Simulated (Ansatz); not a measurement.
An Ansatz (a program for electronic structure) input (plane-wave PAW DFT at the PBE level (Ansatz, 420 eV), scalar-relativistic without spin-orbit coupling):

Ansatz 0.2 input:
```yaml
crystal:
  lattice:
    - [0, 2.4916694552, 2.4916694552]
    - [2.4916694552, 0, 2.4916694552]
    - [2.4916694552, 2.4916694552, 0]
  atoms:
    - { symbol: N, position: [0.75, 0.75, 0.75] }
    - { symbol: In, position: [0, 0, 0] }
basis: { ecutwfc: 420, ecutrho_ratio: 4, xc_grid: 2, fft_grid_basis: typed }
kpoints: { mp_grid: { grid: [11, 11, 11] } }
hamiltonian:
  xc: pbe
  dispersion: none
  pseudopotentials: { kind: paw }
scf: { occupations: { method: fermi_dirac, width: 0.05 }, convergence: { dr2_threshold: 0.0000000002 } }
relax: { f_tol: 0.005, max_steps: 50 }
output: { forces: true, stress: true }
checkpoint: { write: state.ck, write_every: 1000 }
```

Task: Which symmetry and how many k-points will the program report, and about how many plane waves at Γ?

Result: Space group F-43m (ITA 216) with 24 operations, k-points 56 of 1331, and 609 plane waves at Γ.

Task: And the final pressure?

Result: 5.22 GPa (compression positive).

The mesh was chosen for an insulator and is coarse for the gapless case. The cells carry an imposed strain or load. No phonon test of stability was made. The final runs are not spin-polarised. The cell was made from InN in the zinc blende structure (space group F-43m, No. 216) by this change: isotropic strain −1.30 %. This is not the structure that InN has at room temperature and ambient pressure.
